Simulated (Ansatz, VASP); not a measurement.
SiC in VASP and in Ansatz

POSCAR

```
SiC
1.0
    3.3126533997      0.0000000000      0.0000000000
   -1.6563266998      2.8688419981      0.0000000000
    0.0000000000      0.0000000000      4.3503783169
Si C
2 2
Direct
    0.3333333333      0.6666666667      0.0046028828
    0.6666666667      0.3333333333      0.5046028828
    0.3333333333      0.6666666667      0.3803971172
    0.6666666667      0.3333333333      0.8803971172
```

Contents of INCAR.step1:

```
PREC     = Accurate       # precision mode
ENCUT    = 520            # plane-wave cutoff, eV
ISMEAR   = 0              # smearing method
SIGMA    = 0.05           # smearing width, eV
LREAL    = F              # projectors in reciprocal space
LASPH    = T              # aspherical terms in the spheres
NELM     = 60             # most SCF steps
NBANDS   = 16             # bands
GGA      = PE             # functional
ALGO     = Normal         # electronic algorithm
EDIFF    = 1E-4           # SCF threshold, eV
LWAVE    = T              # write WAVECAR
LCHARG   = F              # write CHGCAR
```

File INCAR.step2:

```
PREC     = Accurate       # precision mode
ENCUT    = 520            # plane-wave cutoff, eV
EDIFF    = 1E-6           # SCF threshold, eV
ISMEAR   = 0              # smearing method
SIGMA    = 0.05           # smearing width, eV
LREAL    = F              # projectors in reciprocal space
LASPH    = T              # aspherical terms in the spheres
NELM     = 60             # most SCF steps
ALGO     = Normal         # electronic algorithm
ISIF     = 2              # what is computed and relaxed
LWAVE    = F              # write WAVECAR
LCHARG   = T              # write CHGCAR
METAGGA  = R2SCAN         # meta-GGA
LMIXTAU  = T            
LELF     = T              # ELF
LVHAR    = T            
NBANDS   = 16             # bands
ISTART   = 1
```

The input KPOINTS:

```
Automatic mesh
0
Gamma
  12 12 6
```

Input for Ansatz:

```yaml
crystal:
  lattice:
    - [3.3126533997, 0.0, 0.0]
    - [-1.6563266998, 2.8688419981, 0.0]
    - [0.0, 0.0, 4.3503783169]
  atoms:
    - { symbol: Si, position: [0.3333333333, 0.6666666667, 0.0046028828] }
    - { symbol: Si, position: [0.6666666667, 0.3333333333, 0.5046028828] }
    - { symbol: C, position: [0.3333333333, 0.6666666667, 0.3803971172] }
    - { symbol: C, position: [0.6666666667, 0.3333333333, 0.8803971172] }
basis:
  ecutwfc: 500
kpoints:
  mp_grid: { grid: [12, 12, 6] }
hamiltonian:
  xc: r2scan
scf:
  occupations: { method: gaussian, width: 0.05 }
output:
  forces: true
  stress: true
  eigenvalues: true
```

Alike in both runs: task single point; functional r2SCAN; k mesh 12 × 12 × 6; occupations gaussian, width 0.05 eV; no spin polarisation.

|  | VASP | Ansatz |
| --- | --- | --- |
| version | VASP 6.6.1 | Ansatz 0.2.0 |
| potentials or method | VASP PAW PBE potentials, release 64 (Si, C) | scalar-relativistic, plane waves, PAW |
| plane-wave cutoff (eV) | 520 | 500 |
| valence electrons in the cell | 16 | 16 |

|  | VASP | Ansatz | Ansatz less VASP |
| --- | --- | --- | --- |
| gap on the k mesh at the Fermi level (eV) | 1.41 | 1.42 | +0.012 |
| least direct gap on the mesh (eV) | 1.96 | 1.98 | +0.020 |
| pressure (GPa) | 14.9 | 15.2 | +0.25 |
| largest component of the traceless stress (GPa) | 98.58 | 98.46 | -0.126 |
| rms of the force components (eV/Å) | 3.139 | 3.165 | +0.0259 |

Atom by atom the forces differ by 0.026 eV/Å (rms over components).

Caveats: the PAW data sets were made with another functional, which shifts forces and pressure a little (VASP). r2SCAN opens gaps a little over a GGA but as a rule still falls short of measured ones. A k mesh can miss the band edges.
